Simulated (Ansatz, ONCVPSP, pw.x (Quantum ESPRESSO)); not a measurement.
# What a changed setting does to a pw.x run (bcc Co)

Potential: optimised norm-conserving Vanderbilt (ONCV), ONCVPSP 4.0.1.1 (patched build), PBE; core [Ar], reference 3d7 4s2; waves: 4s: rc 2.10 bohr, ncon 4, nbas 8, qcut 3.2 1/bohr, 2 projectors, debl 2.8 Ha; p scattering state at 0.12 Ha: rc 2.30 bohr, ncon 4, nbas 7, qcut 3.1 1/bohr, 2 projectors, debl 0.8 Ha; 3d: rc 1.50 bohr, ncon 4, nbas 8, qcut 9.6 1/bohr, 2 projectors, debl 2.6 Ha; f scattering state at 0.31 Ha: rc 2.15 bohr, ncon 3, nbas 6, qcut 4.6 1/bohr, 2 projectors, debl 3.9 Ha; local part: polynomial inside 1.05 bohr (lpopt 5, dvloc0 3 Ha); core correction: Teter function, fcfact 6, rcfact 1. In the p channel the program set the typed energies aside and used 0.050, 0.850 Ha.

The reference run (k-mesh 17³, cutoffs 105/420 Ry, Fermi–Dirac 0.01 Ry, mixing_beta 0.4, conv_thr 1e-9, no spin) gives -0.73 GPa at 10.618 Å³/atom, where all-electron LAPW gives -0.22 GPa. This run, with its own iteration cap, changes degauss to 0.02.

```
&control
  calculation='scf', prefix='x', pseudo_dir='./', outdir='./tmp', tstress=.true., disk_io='none'
/
&system
  ibrav=0, nat=1, ntyp=1, ecutwfc=105, ecutrho=420, nbnd=12,
  occupations='smearing', smearing='fd', degauss=0.02
/
&electrons
  conv_thr=1e-09, mixing_beta=0.4, electron_maxstep=50
/
ATOMIC_SPECIES
Co 1.0 Co.UPF
CELL_PARAMETERS angstrom
  -1.38461036 1.38461036 1.38461036
  1.38461036 -1.38461036 1.38461036
  1.38461036 1.38461036 -1.38461036
ATOMIC_POSITIONS crystal
Co 0.0000 0.0000 0.0000
K_POINTS automatic
17 17 17 0 0 0
```

```bash
pw.x < Co.scf.in > Co.scf.out
```

How does the run end?

It converges in 6 iterations; the free energy moves by -248.4 meV/atom and the pressure by +3.59 GPa. In a metal, with Fermi–Dirac smearing, F lies below its zero-width value by a term in the square of the width.

```
Message from routine setup:
     using ibrav=0 with symmetry is DISCOURAGED, use correct ibrav instead
     lattice parameter (alat)  =       4.5320  a.u.
     unit-cell volume          =      71.6538 (a.u.)^3
     number of electrons       =         9.00
     number of Kohn-Sham states=           12
     kinetic-energy cutoff     =     105.0000  Ry
     charge density cutoff     =     420.0000  Ry
     scf convergence threshold =      1.0E-09
     Exchange-correlation= PBE
     number of k points=   165  Fermi-Dirac smearing, width (Ry)=  0.0200
     iteration #  1     ecut=   105.00 Ry     beta= 0.40
     c_bands:  1 eigenvalues not converged
     total energy              =     -60.48181744 Ry
     estimated scf accuracy    <       0.00581886 Ry
     iteration #  2     ecut=   105.00 Ry     beta= 0.40
     total energy              =     -60.48337933 Ry
     estimated scf accuracy    <       0.00104995 Ry
     iteration #  3     ecut=   105.00 Ry     beta= 0.40
     total energy              =     -60.48355780 Ry
     estimated scf accuracy    <       0.00004448 Ry
     iteration #  4     ecut=   105.00 Ry     beta= 0.40
     total energy              =     -60.48356092 Ry
     estimated scf accuracy    <       0.00000135 Ry
     iteration #  5     ecut=   105.00 Ry     beta= 0.40
     total energy              =     -60.48356124 Ry
     estimated scf accuracy    <       0.00000012 Ry
     iteration #  6     ecut=   105.00 Ry     beta= 0.40
     the Fermi energy is    14.6396 ev
!    total energy              =     -60.48356126 Ry
     estimated scf accuracy    <          9.0E-10 Ry
     smearing contrib. (-TS)   =      -0.04374357 Ry
     The total energy is F=E-TS. E is the sum of the following terms:
     one-electron contribution =       1.93243899 Ry
     hartree contribution      =      10.58696868 Ry
     xc contribution           =     -16.62938830 Ry
     ewald contribution        =     -56.32983706 Ry
     convergence has been achieved in   6 iterations
          total   stress  (Ry/bohr**3)                   (kbar)     P=       28.52
     Message from routine punch:
     Nothing written, as per user request (disk_io='none')
```

The run took about 51 s on one core of a shared host (Neoverse-N1, 64 threads, 124 GiB, load 58).
